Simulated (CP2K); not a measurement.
Runs of CP2K 2026.2 on ZrC. It takes space group Fm-3m (No. 225, cubic). Conventional cell: a = 4.730 Å, b = 4.730 Å, c = 4.730 Å, α = 90.00°, β = 90.00°, γ = 90.00°. Around Zr (site symmetry m-3m) lie 6 C at 2.36 to 2.37 Å. C (site symmetry m-3m) is surrounded by 6 Zr at 2.36 to 2.37 Å. 

```tsv
level	cutoff of the non-local correlation (Ry)	gap on the mesh (eV)	pressure (GPa)	relaxed volume (Å³/atom)
LDA	-	none	0.0	12.75
PBE	-	none	0.0	13.17
rev-vdW-DF2	300	none	0.0	(a)
PBEsol	-	none	0.0	12.88
```

Alike in all rows: task relaxation of cell and atoms; potentials or basis POTENTIAL_UZH Zr GTH-PBE-q12, C GTH-PBE-q4; TZVP-MOLOPT-PBE-GTH basis; no spin polarisation; cell relaxed; k mesh 7 × 7 × 7; smearing fermi-dirac 0.05 eV.

Task: Fill in the values left out.

Result: (a) 13.08.

Caveats: the basis of atomic orbitals isn't converged, which shifts pressures, moduli and gaps; the real-space grid breaks the cell's symmetry a little; the potentials were made for another functional, which shifts forces and pressure (some runs).

A k mesh can miss the band edges, and the runs leave out spin-orbit coupling on Zr.

A gap of «none» marks a metal or a gap under the smearing width.
